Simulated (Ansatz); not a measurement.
Input of an Ansatz 0.2.0 run:

input.yaml

```yaml
crystal:
  lattice:
    - [3.1967, 0.0, 0.0]
    - [-1.59835, 2.7684234083, 0.0]
    - [0.0, 0.0, 5.0578]
  atoms:
    - { symbol: Hf, position: [0.6666666667, 0.3333333333, 0.75] }
    - { symbol: Hf, position: [0.3333333333, 0.6666666667, 0.25] }
hamiltonian:
  xc: pbe
  pseudopotentials: { kind: paw }
kpoints:
  mp_grid: { grid: [10, 10, 5] }
  band_path:
    path:
      - [[0.0, 0.0, 0.0], [0.5, 0.0, 0.0], [0.3333333333, 0.3333333333, 0.0], [0.0, 0.0, 0.0], [0.0, 0.0, 0.5], [0.5, 0.0, 0.5], [0.3333333333, 0.3333333333, 0.5], [0.0, 0.0, 0.5]]
      - [[0.5, 0.0, 0.5], [0.5, 0.0, 0.0]]
      - [[0.3333333333, 0.3333333333, 0.0], [0.3333333333, 0.3333333333, 0.5]]
    npoints: 14
scf:
  occupations: { method: fermi_dirac, width: 0.05 }
  n_extra_bands: 6
output:
  forces: true
  stress: true
  eigenvalues: true
  fatbands: false
  write_density: true
  write_potential: true
  elf: true
  volumetric_format: npy
```

Potentials or basis: Ansatz PAW.

Run with:

```console
$ ansatz run input.yaml --threads 2 --pin off --max-ram 5632MiB --backend cpu --events-out ev --progress --plain --runs-dir out
```

Q: Predict the pressure.

A: 0.6 GPa.

Q: Estimate the band gap on the k mesh.

A: None (metal or under the smearing width).

Stress tensor (GPa, compression positive):
```
0.71 0.00 0.00
0.00 0.71 0.00
0.00 0.00 0.36
```

Caveat: spin-orbit coupling is left out, which moves the levels of the heavy elements.
